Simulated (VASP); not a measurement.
The system is SnTe.

```
CELL_PARAMETERS angstrom
0.00000 3.15085 3.15085
3.15085 0.00000 3.15085
3.15085 3.15085 0.00000
ATOMIC_POSITIONS crystal
Te 0.50000 0.50000 0.50000
Sn 0.00000 0.00000 0.00000
```

Program: VASP 6.6.1. Alike in all runs: potentials or basis VASP PAW PBE potentials, release 64 (Te, Sn_d); cell as given; cutoff (eV) 520. Hardware: 1 thread of Intel(R) Xeon(R) Platinum 8259CL CPU @ 2.50GHz (Skylake/Cascade Lake), on a shared host.

Q: Order these runs on this cell by their wall time, lowest first.
A. task band structure; level PBEsol; spin SOC, no magnetisation; k mesh 5 × 5 × 5; smearing fermi-dirac 0.05 eV
B. task band structure; level BLYP; spin off; k mesh 7 × 7 × 7; smearing fermi-dirac 0.05 eV
C. task band structure; level PW91; spin off; k mesh 7 × 7 × 7; smearing fermi-dirac 0.05 eV
D. task single point; level PBE; spin off; k mesh 7 × 7 × 7; smearing gaussian 0.011 eV

A: D (19 s), C (73 s), B (150 s), A (480 s).
